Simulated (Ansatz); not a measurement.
Input, command and steps of an Ansatz relaxation.

```yaml
crystal:
  lattice:
    - [1.9842061695, 1.1455819661, 8.3444471527]
    - [-1.9842061695, 1.1455819661, 8.3444471527]
    - [0.0, -2.2911639322, 8.3444471527]
  atoms:
    - { symbol: In, position: [0.0007716514, 0.0007716514, 0.0007716514] }
    - { symbol: In, position: [0.110568183, 0.110568183, 0.110568183] }
    - { symbol: Se, position: [0.6169296334, 0.6169296334, 0.6169296334] }
    - { symbol: Se, position: [0.8277305321, 0.8277305321, 0.8277305321] }
basis:
  ecutwfc: 420
kpoints:
  mp_grid: { grid: [12, 12, 12] }
hamiltonian:
  xc: pbesol
scf:
  occupations: { method: gaussian, width: 0.02 }
output:
  forces: true
  stress: true
  eigenvalues: true
relax:
  adjacent_minimum: "off"
  f_tol: 0.01
  max_steps: 30
  cell: { stress_tol: 0.1, fix: [volume] }
```

```bash
ansatz run input.yaml --threads 1 --pin off --max-ram 2560MiB --backend cpu --events-out ev --progress --plain --runs-dir out
```

Method: Ansatz, DFT PBEsol, scalar-relativistic, plane waves, PAW.

The volume is held at 0.97 times that of the relaxed cell.

Of 5 frames 4 are shown, positions in Å and forces in eV/Å; the SCF threshold varies from step to step. Steps run on the plane waves of an earlier cell, with a Pulay correction in the pressure. The basis is chosen afresh for the last frame, the zero of the energies, and at times for earlier ones too; energy and pressure step there, also at an unchanged geometry. The mark taken_back stands on steps that the optimiser undid.

```xyz
4
Lattice="1.9842 1.1456 8.3444 -1.9842 1.1456 8.3444 0.0000 -2.2912 8.3444" Properties=species:S:1:pos:R:3:forces:R:3 pbc="T T T" step=1 free_energy_over_end_meV_per_atom=2.79 pressure_GPa=1.65
In    0.0000    0.0000    0.0193    0.0000    0.0000    0.1047
In    0.0000    0.0000    2.7679    0.0000    0.0000   -0.1029
Se    0.0000    0.0000   15.4438    0.0000    0.0000   -0.2374
Se    0.0000    0.0000   20.7209    0.0000    0.0000    0.2356
4
Lattice="1.9914 1.1498 8.2839 -1.9914 1.1498 8.2839 0.0000 -2.2995 8.2839" Properties=species:S:1:pos:R:3:forces:R:3 pbc="T T T" step=2 free_energy_over_end_meV_per_atom=4.80 pressure_GPa=-0.33 taken_back
In    0.0000    0.0000   -0.0249    0.0000    0.0000    0.0044
In    0.0000    0.0000    2.7922    0.0000    0.0000    0.0059
Se    0.0000    0.0000   15.2167    0.0000    0.0000    0.2874
Se    0.0000    0.0000   20.6854    0.0000    0.0000   -0.2976
4
Lattice="1.9926 1.1504 8.2743 -1.9926 1.1504 8.2743 0.0000 -2.3009 8.2743" Properties=species:S:1:pos:R:3:forces:R:3 pbc="T T T" step=3 free_energy_over_end_meV_per_atom=0.04 pressure_GPa=0.65
In    0.0000    0.0000   -0.0030    0.0000    0.0000    0.0164
In    0.0000    0.0000    2.7673    0.0000    0.0000   -0.0168
Se    0.0000    0.0000   15.2591    0.0000    0.0000    0.0042
Se    0.0000    0.0000   20.6010    0.0000    0.0000   -0.0038
4
Lattice="1.9946 1.1516 8.2579 -1.9946 1.1516 8.2579 0.0000 -2.3031 8.2579" Properties=species:S:1:pos:R:3:forces:R:3 pbc="T T T" step=5 free_energy_over_end_meV_per_atom=0.00 pressure_GPa=0.64
In    0.0000    0.0000   -0.0042    0.0000    0.0000    0.0022
In    0.0000    0.0000    2.7630    0.0000    0.0000   -0.0023
Se    0.0000    0.0000   15.2276    0.0000    0.0000    0.0033
Se    0.0000    0.0000   20.5613    0.0000    0.0000   -0.0031
```

It took 2.8 min on 1 thread of Intel(R) Xeon(R) 6975P-C (Granite Rapids), on a shared host, peak memory 0.85 GiB.

The cell holds layers, and where no dispersion correction was added their binding is poorly described.